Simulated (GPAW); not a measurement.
In:

```
In
1.0
     3.33548    0.00000    0.00000
    -1.66774    2.88861    0.00000
     0.00000    0.00000    5.50914
In
2
Direct
  0.66667 0.33333 0.75000
  0.33333 0.66667 0.25000
```

This isn't the form of In at room conditions, which is tetragonal.

```yaml
Program: GPAW 26.7.0
Task: relaxation of cell and atoms
Functional: PBEsol
Dispersion: D3
Potentials_or_basis: PAW data sets generated in the run's folder for this functional
Cutoff: 600 eV
Basis: pw
k_mesh: 8 × 8 × 4
Occupations: fermi-dirac, width 0.05 eV
Spin: no spin polarisation
```

At the start: pressure -2.7 GPa; volume 26.54 Å³/atom.

Problem. Where does the relaxation end?

Solution. Over 10 steps the energy falls by 35.5 meV/atom and the volume is 25.10 Å³/atom (-5.4 %); space group P6_3/mmc (No. 194, to 0.05 Å).

The path:
| step | energy change (eV) | largest force (eV/Å) | pressure (GPa) | volume (Å³) |
| --- | --- | --- | --- | --- |
| 1 | 0.0000 | 0.0000 | -2.75 | 53.08 |
| 2 | -0.0088 | 0.0000 | -2.43 | 52.56 |
| 3 | -0.0410 | 0.0000 | 1.12 | 48.44 |
| 4 | -0.0440 | 0.0000 | 0.25 | 49.24 |
| 5 | -0.0461 | 0.0000 | 0.10 | 49.39 |
| 6 | -0.0570 | 0.0000 | -0.03 | 49.74 |
| 7 | 0.0184 | 0.0000 | 0.87 | 50.77 |
| 8 | -0.0704 | 0.0001 | 0.04 | 50.28 |
| 9 | -0.0702 | 0.0000 | -0.03 | 50.10 |
| 10 | -0.0710 | 0.0000 | 0.00 | 50.20 |

Final structure:
```xyz
2
Lattice="3.1783 0.0000 0.0000 -1.5891 2.7525 0.0000 0.0000 0.0000 5.7390" Properties=species:S:1:pos:R:3 pbc="T T T"
In    1.5891    0.9175    4.3042
In    0.0000    1.8350    1.4347
```

Caveat: later steps reuse the first step's grids; pairwise dispersion overbinds metals, which lowers pressure and volume.
